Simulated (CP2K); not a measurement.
Runs of CP2K 2026.2 on TePb. It takes space group Fm-3m (No. 225, cubic). The conventional cell has a = 6.462 Å, b = 6.462 Å, c = 6.462 Å, α = 90.00°, β = 90.00°, γ = 90.00°. Around Pb (site symmetry m-3m) lie 6 Te at 3.23 Å. Te (site symmetry m-3m) has 6 Pb at 3.23 Å as nearest neighbours. 

```csv
task,level,potentials or basis,spin,cell,smearing,EPS_DEFAULT,k points reduced by the point group,NGRIDS,points a segment of the path (NPOINTS),bands added on the path,pressure (GPa),V0 of scaled cells (Å³/atom),B0 (GPa)
band structure,r2SCAN,"POTENTIAL_UZH Pb GTH-SCAN-q4, Te GTH-SCAN-q6; TZVP-MOLOPT-SCAN-GTH basis",off,as given,fermi-dirac 0.05 eV,1.0E-10,yes,4,10,4,0.4,-,-
equation of state,r2SCAN,"POTENTIAL_UZH Pb GTH-SCAN-q4, Te GTH-SCAN-q6; TZVP-MOLOPT-SCAN-GTH basis",off,as given,fermi-dirac 0.1 eV,1.0E-9,yes,4,-,-,-,(c),43
band structure,PBE,"GTH_SOC_POTENTIALS Pb GTH-PBE-q4, Te GTH-PBE-q6; TZVP-MOLOPT-PBE-GTH basis","SOC, no magnetisation",as given,fermi-dirac 0.05 eV,1.0E-9,-,5,8,4,(a),-,-
equation of state,LDA,"GTH_POTENTIALS Pb GTH-PADE-q4, Te GTH-PADE-q6; TZVP-MOLOPT-PBE-GTH basis",off,as given,fermi-dirac 0.05 eV,1.0E-10,yes,5,-,-,-,32.03,48
single point,PBE,"POTENTIAL_UZH Pb GTH-PBE-q4, Te GTH-PBE-q6; TZVP-MOLOPT-PBE-GTH basis",off,the cell as VASP's run set it,gaussian 0.02 eV,1.0E-10,yes,5,-,-,2.7,-,-
equation of state,PBEsol,"POTENTIAL_UZH Pb GTH-PBE-q4, Te GTH-PBE-q6; TZVP-MOLOPT-PBE-GTH basis",off,as given,fermi-dirac 0.05 eV,1.0E-10,yes,4,-,-,-,34.92,43
band structure,PBEsol,"POTENTIAL_UZH Pb GTH-PBE-q4, Te GTH-PBE-q6; TZVP-MOLOPT-PBE-GTH basis",off,as given,fermi-dirac 0.01 eV,1.0E-9,yes,5,10,4,1.6,-,-
band structure,PBE,"GTH_SOC_POTENTIALS Pb GTH-PBE-q4, Te GTH-PBE-q6; DZVP-MOLOPT-SR-GTH basis","SOC, no magnetisation",as given,fermi-dirac 0.05 eV,1.0E-9,-,5,8,4,2.1,-,-
band structure,PBE,"POTENTIAL_UZH Pb GTH-PBE-q4, Te GTH-PBE-q6; TZVP-MOLOPT-PBE-GTH basis",off,as given,fermi-dirac 0.05 eV,1.0E-9,yes,5,8,4,2.7,-,-
band structure,LDA,"GTH_POTENTIALS Pb GTH-PADE-q4, Te GTH-PADE-q6; TZVP-MOLOPT-PBE-GTH basis",off,as given,fermi-dirac 0.05 eV,1.0E-9,yes,4,10,2,(b),-,-
```

Alike in all rows: k mesh 7 × 7 × 7.

Task: Estimate the missing entries.

Result: (a) 2.0; (b) -2.2; (c) 34.05.

Caveats: the basis of atomic orbitals isn't converged, which shifts pressures, moduli and gaps; the potentials were made for another functional, which shifts forces and pressure (some runs).

Not every run made on this cell is shown here.
